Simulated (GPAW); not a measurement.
The system is TePb.

```
Pb Te
1.0
     4.00229    0.00000    0.00000
     0.00000    4.00229    0.00000
     0.00000    0.00000    4.00229
Pb Te
1 1
Cartesian
  0.0000 0.0000 0.0000
  2.0011 2.0011 2.0011
```

Measurements of this composition are mostly on another form, of space group No. 225.

- Program: GPAW 26.7.0
- Task: relaxation of cell and atoms
- Functional: PBEsol
- Potentials or basis: PAW data sets generated in the run's folder for this functional
- Cutoff: 600 eV
- Basis: pw
- k mesh: 7 × 7 × 7
- Occupations: fermi-dirac, width 0.05 eV
- Spin: no spin polarisation

At the start: pressure -2.9 GPa; volume 32.05 Å³/atom.

**Question.** How do energy, volume and symmetry change on relaxing?

**Answer.** Over 5 steps the energy falls by 21.7 meV/atom and the volume is 29.77 Å³/atom (-7.1 %); space group Pm-3m (No. 221, to 0.05 Å).

Step by step:
```csv
step,energy change (eV),largest force (eV/Å),pressure (GPa),volume (Å³)
1,0.0000,0.0000,-2.94,64.11
2,-0.0096,0.0000,-2.64,63.55
3,-0.0246,0.0000,-2.03,62.50
4,-0.0381,0.0000,-1.14,61.10
5,-0.0434,0.0000,-0.02,59.54
```

Final structure:
```
Pb Te
1.0
     3.90486    0.00000    0.00000
     0.00000    3.90486    0.00000
     0.00000    0.00000    3.90486
Pb Te
1 1
Direct
  0.00000 0.00000 0.00000
  0.50000 0.50000 0.50000
```

Caveat: later steps reuse the first step's grids.
